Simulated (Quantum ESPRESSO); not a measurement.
# Ag (P6_3/mmc) in Quantum ESPRESSO: notebook

Aim: see how the results for Ag move with the level of theory and the settings. Levels: PBEsol, LDA. Tasks: band structure.

Program: Quantum ESPRESSO 7.5. These are calculated values, not measurements. Logs are shortened: lines on timing, memory, paths and dates and some standing lists are left out, and cuts for length are marked.

### Step 1. The crystal as given

Symmetry: P6_3/mmc, No. 194, hexagonal system. The conventional cell has a = 2.930 Å, b = 2.930 Å, c = 4.790 Å, α = 90.00°, β = 90.00°, γ = 120.00°. Ag (site symmetry -6m2) has 12 Ag at 2.93 Å as nearest neighbours.

This isn't the form of Ag at room conditions, which is fcc.

### Step 2. Band structure, PBEsol

pw.in

```
&CONTROL
  calculation = 'scf'
  prefix = 'pwscf'
  outdir = './tmp'
  pseudo_dir = './pseudo'
  tprnfor = .true.
  tstress = .true.
  disk_io = 'low'
/
&SYSTEM
  ibrav = 0
  celldm(1) = 8
  nat = 2
  ntyp = 1
  ecutwfc = 82
  nbnd = 27
  occupations = 'smearing'
  smearing = 'fd'
  degauss = 0.00367493
/
&ELECTRONS
  conv_thr = 4d-10
  electron_maxstep = 120
  mixing_beta = 0.5
/
ATOMIC_SPECIES
Ag   107.8682 Ag.upf
CELL_PARAMETERS alat
  0.6921121931442   0.0000000000000   0.0000000000000
 -0.3460560965721   0.5993867415346   0.0000000000000
  0.0000000000000   0.0000000000000   1.1314735171197
ATOMIC_POSITIONS crystal
Ag     0.6666666667    0.3333333333    0.7500000000
Ag     0.3333333333    0.6666666667    0.2500000000
K_POINTS automatic
10 10 6 0 0 0
```

bands.in

```
&CONTROL
  calculation = 'bands'
  prefix = 'pwscf'
  outdir = './tmp'
  pseudo_dir = './pseudo'
  disk_io = 'low'
  verbosity = 'high'
/
&SYSTEM
  ibrav = 0
  celldm(1) = 8
  nat = 2
  ntyp = 1
  ecutwfc = 82
  nbnd = 27
  occupations = 'smearing'
  smearing = 'fd'
  degauss = 0.00367493
/
&ELECTRONS
  conv_thr = 1d-08
  electron_maxstep = 120
  mixing_beta = 0.5
  diago_full_acc = .true.
  startingwfc = 'random'
/
ATOMIC_SPECIES
Ag   107.8682 Ag.upf
CELL_PARAMETERS alat
  0.6921121931442   0.0000000000000   0.0000000000000
 -0.3460560965721   0.5993867415346   0.0000000000000
  0.0000000000000   0.0000000000000   1.1314735171197
ATOMIC_POSITIONS crystal
Ag     0.6666666667    0.3333333333    0.7500000000
Ag     0.3333333333    0.6666666667    0.2500000000
K_POINTS crystal
60
 0.0000000000  0.0000000000  0.0000000000 1
 0.0625000000  0.0000000000  0.0000000000 1
 0.1250000000  0.0000000000  0.0000000000 1
 0.1875000000  0.0000000000  0.0000000000 1
 0.2500000000  0.0000000000  0.0000000000 1
 0.3125000000  0.0000000000  0.0000000000 1
 0.3750000000  0.0000000000  0.0000000000 1
 0.4375000000  0.0000000000  0.0000000000 1
 0.5000000000  0.0000000000  0.0000000000 1
 0.4583333333  0.0833333333  0.0000000000 1
 0.4166666667  0.1666666667  0.0000000000 1
 0.3750000000  0.2500000000  0.0000000000 1
 0.3333333333  0.3333333333  0.0000000000 1
 0.2962962963  0.2962962963  0.0000000000 1
 0.2592592593  0.2592592593  0.0000000000 1
 0.2222222222  0.2222222222  0.0000000000 1
 0.1851851852  0.1851851852  0.0000000000 1
 0.1481481481  0.1481481481  0.0000000000 1
 0.1111111111  0.1111111111  0.0000000000 1
 0.0740740741  0.0740740741  0.0000000000 1
 0.0370370370  0.0370370370  0.0000000000 1
 0.0000000000  0.0000000000  0.0000000000 1
 0.0000000000  0.0000000000  0.1250000000 1
 0.0000000000  0.0000000000  0.2500000000 1
 0.0000000000  0.0000000000  0.3750000000 1
 0.0000000000  0.0000000000  0.5000000000 1
 0.0625000000  0.0000000000  0.5000000000 1
 0.1250000000  0.0000000000  0.5000000000 1
 0.1875000000  0.0000000000  0.5000000000 1
 0.2500000000  0.0000000000  0.5000000000 1
 0.3125000000  0.0000000000  0.5000000000 1
 0.3750000000  0.0000000000  0.5000000000 1
 0.4375000000  0.0000000000  0.5000000000 1
 0.5000000000  0.0000000000  0.5000000000 1
 0.4666666667  0.0666666667  0.5000000000 1
 0.4333333333  0.1333333333  0.5000000000 1
 0.4000000000  0.2000000000  0.5000000000 1
 0.3666666667  0.2666666667  0.5000000000 1
 0.3333333333  0.3333333333  0.5000000000 1
 0.3000000000  0.3000000000  0.5000000000 1
 0.2666666667  0.2666666667  0.5000000000 1
 0.2333333333  0.2333333333  0.5000000000 1
 0.2000000000  0.2000000000  0.5000000000 1
 0.1666666667  0.1666666667  0.5000000000 1
 0.1333333333  0.1333333333  0.5000000000 1
 0.1000000000  0.1000000000  0.5000000000 1
 0.0666666667  0.0666666667  0.5000000000 1
 0.0333333333  0.0333333333  0.5000000000 1
 0.0000000000  0.0000000000  0.5000000000 1
 0.5000000000  0.0000000000  0.5000000000 1
 0.5000000000  0.0000000000  0.3750000000 1
 0.5000000000  0.0000000000  0.2500000000 1
 0.5000000000  0.0000000000  0.1250000000 1
 0.5000000000  0.0000000000  0.0000000000 1
 0.3333333333  0.3333333333  0.0000000000 1
 0.3333333333  0.3333333333  0.1000000000 1
 0.3333333333  0.3333333333  0.2000000000 1
 0.3333333333  0.3333333333  0.3000000000 1
 0.3333333333  0.3333333333  0.4000000000 1
 0.3333333333  0.3333333333  0.5000000000 1
```

Potentials or basis: PseudoDojo 0.4.1 SR PBEsol standard.

Launch:

```bash
$ OMP_NUM_THREADS=1 pw.x -in pw.in > pw.out
$ OMP_NUM_THREADS=1 pw.x -in bands.in > bands.out
```

pw.out:

```text
This program is part of the open-source Quantum ESPRESSO suite
     for quantum simulation of materials; please cite
[... 9 lines left out ...]
     --------------------
     sticks:   dense  smooth     PW     G-vecs:    dense   smooth      PW
     Sum         685     685    199                24029    24029    3863

     Using Slab Decomposition

     bravais-lattice index     =            0
     lattice parameter (alat)  =       8.0000  a.u.
     unit-cell volume          =     240.3245 (a.u.)^3
     number of atoms/cell      =            2
     number of atomic types    =            1
     number of electrons       =        38.00
     number of Kohn-Sham states=           27
     kinetic-energy cutoff     =      82.0000  Ry
     charge density cutoff     =     328.0000  Ry
     scf convergence threshold =      4.0E-10
     mixing beta               =       0.5000
     number of iterations used =            8  plain     mixing
     Exchange-correlation= PBESOL
                           (   1   4  10   8   0   0   0)

     celldm(1)=   8.000000  celldm(2)=   0.000000  celldm(3)=   0.000000
     celldm(4)=   0.000000  celldm(5)=   0.000000  celldm(6)=   0.000000

     crystal axes: (cart. coord. in units of alat)
               a(1) = (   0.692112   0.000000   0.000000 )
               a(2) = (  -0.346056   0.599387   0.000000 )
               a(3) = (   0.000000   0.000000   1.131474 )

     reciprocal axes: (cart. coord. in units 2 pi/alat)
               b(1) = (  1.444852  0.834186 -0.000000 )
               b(2) = (  0.000000  1.668372  0.000000 )
               b(3) = (  0.000000 -0.000000  0.883803 )

     PseudoPot. # 1 for Ag read from file:
     Ag.upf
     Pseudo is Norm-conserving + core correction, Zval = 19.0
     Generated using ONCVPSP code by D. R. Hamann
     Using radial grid of 1538 points,  6 beta functions with:
                l(1) =   0
                l(2) =   0
                l(3) =   1
                l(4) =   1
                l(5) =   2
                l(6) =   2

     atomic species   valence    mass     pseudopotential
     Ag               19.00   107.86820     Ag( 1.00)

     24 Sym. Ops., with inversion, found (12 have fractional translation)

   Cartesian axes

     site n.     atom                  positions (alat units)
         1        Ag     tau(   1) = (   0.3460561   0.1997956   0.8486051  )
         2        Ag     tau(   2) = (  -0.0000000   0.3995912   0.2828684  )

     number of k points=    56  Fermi-Dirac smearing, width (Ry)=  0.0037
                       cart. coord. in units 2pi/alat
        k(    1) = (   0.0000000   0.0000000   0.0000000), wk =   0.0033333
        k(    2) = (   0.0000000   0.0000000   0.1473005), wk =   0.0066667
        k(    3) = (   0.0000000   0.0000000   0.2946011), wk =   0.0066667
        k(    4) = (   0.0000000   0.0000000  -0.4419016), wk =   0.0033333
        k(    5) = (   0.0000000   0.1668372   0.0000000), wk =   0.0200000
        k(    6) = (   0.0000000   0.1668372   0.1473005), wk =   0.0400000
[... 48 lines left out ...]
        k(   55) = (   0.4334557   0.7507674   0.2946011), wk =   0.0400000
        k(   56) = (   0.4334557   0.7507674  -0.4419016), wk =   0.0200000

     Dense  grid:    24029 G-vectors     FFT dimensions: (  32,  32,  54)

     Initial potential from superposition of free atoms

     starting charge      37.9992, renormalised to      38.0000
     Starting wfcs are   20 randomized atomic wfcs +    7 random wfcs

     Self-consistent Calculation

     iteration #  1     ecut=    82.00 Ry     beta= 0.50
     Davidson diagonalization with overlap
     ethr =  1.00E-02,  avg # of iterations =  3.8

     Threshold (ethr) on eigenvalues was too large:
     Diagonalizing with lowered threshold

     Davidson diagonalization with overlap
     ethr =  3.61E-04,  avg # of iterations =  1.4

     total energy              =    -619.54459585 Ry
     estimated scf accuracy    <       0.13853529 Ry

     iteration #  2     ecut=    82.00 Ry     beta= 0.50
     Davidson diagonalization with overlap
     ethr =  3.65E-04,  avg # of iterations =  2.0

     total energy              =    -619.58358406 Ry
     estimated scf accuracy    <       0.02366859 Ry

     iteration #  3     ecut=    82.00 Ry     beta= 0.50
     Davidson diagonalization with overlap
     ethr =  6.23E-05,  avg # of iterations =  2.5

     total energy              =    -619.58760551 Ry
     estimated scf accuracy    <       0.00076170 Ry
[... 19 lines left out ...]
     total energy              =    -619.58771072 Ry
     estimated scf accuracy    <       0.00000003 Ry

     iteration #  7     ecut=    82.00 Ry     beta= 0.50
     Davidson diagonalization with overlap
     ethr =  7.69E-11,  avg # of iterations =  2.1

     total energy              =    -619.58771073 Ry
     estimated scf accuracy    <          3.0E-09 Ry

     iteration #  8     ecut=    82.00 Ry     beta= 0.50
     Davidson diagonalization with overlap
     ethr =  7.95E-12,  avg # of iterations =  1.0

     End of self-consistent calculation

          k = 0.0000 0.0000 0.0000 (  3009 PWs)   bands (ev):

   -75.4798 -75.4659 -39.0455 -38.9248 -38.9248 -38.9074 -38.9037 -38.9037
     8.7451  10.1592  11.6738  11.7704  11.7704  11.9931  11.9931  12.3249
    12.3249  13.2748  13.2748  15.9160  19.6082  31.8819  33.7580  34.0309
    34.0422  34.0422  36.2865

          k = 0.0000 0.0000 0.1473 (  2960 PWs)   bands (ev):

   -75.4788 -75.4668 -39.0363 -38.9234 -38.9234 -38.9168 -38.9051 -38.9051
     8.9535  10.1980  11.6345  11.7218  11.7218  11.9405  11.9405  12.4550
    12.4550  13.2531  13.2531  14.7555  21.1290  31.6158  33.1565  33.5957
    34.1099  34.1099  36.0854

          k = 0.0000 0.0000 0.2946 (  2972 PWs)   bands (ev):

   -75.4763 -75.4693 -39.0112 -38.9422 -38.9195 -38.9195 -38.9090 -38.9090
     9.5183  10.2624  11.5911  11.6793  11.6793  11.8227  11.8227  12.7186
    12.7186  13.0638  13.1637  13.1637  23.9215  30.0624  32.1533  32.8106
    34.3709  34.3709  35.5425
[... 108 lines left out ...]
   -75.4659 -75.4628 -39.0322 -39.0187 -38.9627 -38.9465 -38.9368 -38.9308
    10.2376  10.5066  10.9832  11.1262  12.0825  12.5164  12.8741  13.2915
    13.3281  13.3954  14.8748  17.3527  21.4524  23.3598  27.4202  28.4924
    30.6566  31.6621  32.5288

          k = 0.0000 0.6673-0.4419 (  3026 PWs)   bands (ev):

   -75.4644 -75.4644 -39.0291 -39.0291 -38.9462 -38.9462 -38.9387 -38.9387
    10.3697  10.3697  10.9771  10.9771  12.4604  12.4604  13.0492  13.0492
    13.3433  13.3433  15.8767  15.8767  22.2847  22.2847  29.6820  29.6820
    29.9414  29.9414  32.6678

          k = 0.0000-0.8342 0.0000 (  3006 PWs)   bands (ev):

   -75.4657 -75.4612 -39.0297 -39.0102 -38.9869 -38.9573 -38.9416 -38.9251
    10.2427  10.5480  10.5768  11.6824  11.9879  12.1740  12.6070  13.4006
    13.4494  13.5302  16.3686  17.7101  22.9242  23.1982  25.2462  26.3698
    26.7052  32.0027  32.8967

          k = 0.0000-0.8342 0.1473 (  3026 PWs)   bands (ev):

   -75.4655 -75.4615 -39.0349 -39.0162 -38.9773 -38.9552 -38.9399 -38.9272
    10.2561  10.3014  10.9325  11.4755  11.7798  12.2565  13.1134  13.2749
    13.4400  13.5236  16.3786  17.6641  22.1015  22.1776  26.7691  27.0632
    27.3333  32.0991  32.8576

          k = 0.0000-0.8342 0.2946 (  3022 PWs)   bands (ev):

   -75.4646 -75.4623 -39.0404 -39.0284 -38.9600 -38.9493 -38.9395 -38.9332
    10.1611  10.4104  10.9494  11.0491  12.0568  12.6503  12.9140  13.4560
    13.4845  13.5055  16.5518  17.4700  20.9766  21.0917  28.0631  29.0183
    29.0521  31.2421  32.3606

          k = 0.0000-0.8342-0.4419 (  3008 PWs)   bands (ev):

   -75.4634 -75.4634 -39.0381 -39.0381 -38.9459 -38.9459 -38.9412 -38.9412
    10.2871  10.2871  10.9105  10.9105  12.4645  12.4645  13.2291  13.2291
    13.4807  13.4807  17.0296  17.0296  20.6014  20.6014  29.5290  29.5290
    30.1409  30.1409  32.6872

          k = 0.1445 0.2503 0.0000 (  2990 PWs)   bands (ev):

   -75.4764 -75.4642 -39.0334 -38.9508 -38.9399 -38.9270 -38.9130 -38.9107
     9.5068  10.5513  11.3736  11.8665  11.9060  12.0374  12.0447  12.1969
    12.4190  12.5591  13.3384  17.7409  19.8231  29.0029  29.0049  33.7308
    33.7888  34.1015  34.7468

          k = 0.1445 0.2503 0.1473 (  3003 PWs)   bands (ev):

   -75.4756 -75.4650 -39.0266 -38.9484 -38.9418 -38.9305 -38.9153 -38.9123
     9.6860  10.6141  11.3977  11.6835  11.7769  11.9899  12.1838  12.2719
    12.4503  12.5972  13.3045  16.3181  21.6378  29.1684  29.2109  32.6428
    32.7967  34.4263  34.4875
[... 199 lines left out ...]
   -75.4629 -75.4620 -39.0159 -39.0143 -38.9916 -38.9751 -38.9430 -38.9366
    10.8136  10.9222  11.2108  11.3527  11.7380  11.9660  12.3362  12.6604
    13.1937  13.3909  18.4480  20.1415  21.3653  21.6792  23.4821  23.7678
    29.8107  31.5891  32.0291

          k = 0.4335 0.7508-0.4419 (  3042 PWs)   bands (ev):

   -75.4625 -75.4625 -39.0191 -39.0191 -38.9841 -38.9841 -38.9351 -38.9351
    10.8591  10.8591  11.3498  11.3498  11.8371  11.8371  12.3904  12.3904
    13.3415  13.3415  19.2843  19.2843  22.1672  22.1672  22.5007  22.5007
    31.8852  31.8852  34.4090

     the Fermi energy is    16.2458 ev

!    total energy              =    -619.58771073 Ry
     estimated scf accuracy    <          2.8E-10 Ry
     smearing contrib. (-TS)   =      -0.00041199 Ry
     internal energy E=F+TS    =    -619.58729873 Ry

     The total energy is F=E-TS. E is the sum of the following terms:
     one-electron contribution =    -250.42850251 Ry
     hartree contribution      =     145.38518397 Ry
     xc contribution           =     -91.96902942 Ry
     ewald contribution        =    -422.57495078 Ry

     convergence has been achieved in   8 iterations

     Forces acting on atoms (cartesian axes, Ry/au):

     atom    1 type  1   force =    -0.00000000   -0.00000000    0.00000000
     atom    2 type  1   force =     0.00000000    0.00000000    0.00000000

     Total force =     0.000000     Total SCF correction =     0.000000

     Computing stress (Cartesian axis) and pressure

          total   stress  (Ry/bohr**3)                   (kbar)     P=      -62.71
  -0.00041254  -0.00000000   0.00000000          -60.69       -0.00        0.00
   0.00000000  -0.00041254   0.00000000            0.00      -60.69        0.00
   0.00000000   0.00000000  -0.00045372            0.00        0.00      -66.74

=------------------------------------------------------------------------------=
   JOB DONE.
=------------------------------------------------------------------------------=
```

Run time: 36 s. Hardware: 1 thread of AMD EPYC 9R45 (Zen 5), shared host; peak memory 0.12 GiB.

What came out:

- Free energy: -8429.9203 eV
- Pressure: -6.3 GPa
- Band gap on the k mesh: none (metal or under the smearing width)

Stress tensor (GPa, compression positive):
```
-6.07  0.00  0.00
 0.00 -6.07  0.00
 0.00  0.00 -6.67
```

Levels at the corners of the path, in eV from the Fermi level:
```csv
point,band 15,band 16,band 17,band 18,band 19,band 20,band 21,band 22,band 23,band 24
Γ,-4.25,-3.92,-3.92,-2.97,-2.97,-0.33,3.36,15.64,17.51,17.79
M,-3.64,-2.85,-2.80,-2.72,0.12,1.46,6.68,6.95,9.00,10.12
K,-3.83,-3.10,-3.10,-3.00,3.01,3.01,3.09,8.99,9.76,9.76
Γ,-4.25,-3.92,-3.92,-2.97,-2.97,-0.33,3.36,15.64,17.51,17.79
A,-4.34,-4.34,-3.27,-3.27,-3.27,-3.27,10.80,10.80,15.99,15.99
L,-3.02,-3.02,-2.77,-2.77,0.78,0.78,4.36,4.36,13.28,13.28
H,-3.88,-3.88,-2.93,-2.93,3.97,3.97,5.44,5.44,5.60,5.60
A,-4.34,-4.34,-3.27,-3.27,-3.27,-3.27,10.80,10.80,15.99,15.99
L,-3.02,-3.02,-2.77,-2.77,0.78,0.78,4.36,4.36,13.28,13.28
M,-3.64,-2.85,-2.80,-2.72,0.12,1.46,6.68,6.95,9.00,10.12
K,-3.83,-3.10,-3.10,-3.00,3.01,3.01,3.09,8.99,9.76,9.76
H,-3.88,-3.88,-2.93,-2.93,3.97,3.97,5.44,5.44,5.60,5.60
```

(Part 1 of 2 ends here.)
